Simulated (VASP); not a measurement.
Wanted: the native input for a VASP 6.6.1 run.

```yaml
Task: single point
Functional: PBE
Potentials_or_basis: VASP PAW PBE potentials, release 64 (Ti_sv, O)
Cutoff: 520 eV
k_mesh: 8 × 8 × 4
Occupations: gaussian, width 0.015 eV
Spin: no spin polarisation
Further_INCAR_settings: ALGO = Fast; EDIFF = 1e-06
```

The structure of TiO2 lies in POSCAR:

```
TiO2
1.0
    6.1535771931     -1.8834685000      0.0000000000
    6.1535771931      1.8834685000      0.0000000000
   -1.9283261078      0.0000000000      6.3289668713
Ti O
4 8
Direct
    0.9000710000      0.9000710000      0.2896020000
    0.1952860000      0.1952860000      0.2837620000
    0.0999290000      0.0999290000      0.7103980000
    0.8047140000      0.8047140000      0.7162380000
    0.3619310000      0.3619310000      0.2933970000
    0.2634885000      0.2634885000      0.6525000000
    0.8671885000      0.8671885000      0.9952910000
    0.7365115000      0.7365115000      0.3475000000
    0.9416475000      0.9416475000      0.6300210000
    0.1328115000      0.1328115000      0.0047090000
    0.6380690000      0.6380690000      0.7066030000
    0.0583525000      0.0583525000      0.3699790000
```

The cell comes from a database or a generator and needn't be the stable form of this composition.

These files were run (other wordings do the same):

INCAR

```
SYSTEM = TiO2
ALGO = Fast
EDIFF = 1E-6
ENCUT = 520
GGA = PE
ISIF = 2
ISMEAR = 0
LASPH = .True.
LCHARG = .False.
LREAL = .False.
LWAVE = .False.
NELM = 60
PREC = Accurate
SIGMA = 0.015
```

KPOINTS

```
k-points
0
Gamma
  8 8 4
  0 0 0
```

Potentials or basis: VASP PAW PBE potentials, release 64 (Ti_sv, O).

Command:

```sh
$ cat potpaw_PBE.64/Ti_sv/POTCAR potpaw_PBE.64/O/POTCAR > POTCAR
$ mpirun -np 1 vasp_std > vasp.out
```

It gave:

* Pressure: -0.6 GPa
* Largest force: 0.115 eV/Å
* Band gap on the k mesh: 2.73 eV, indirect (least direct gap 2.90 eV)

Run time: 51 min on 1 thread of Intel(R) Xeon(R) Platinum 8175M CPU @ 2.50GHz (Skylake/Cascade Lake), with other jobs on the host, peak memory 0.64 GiB.
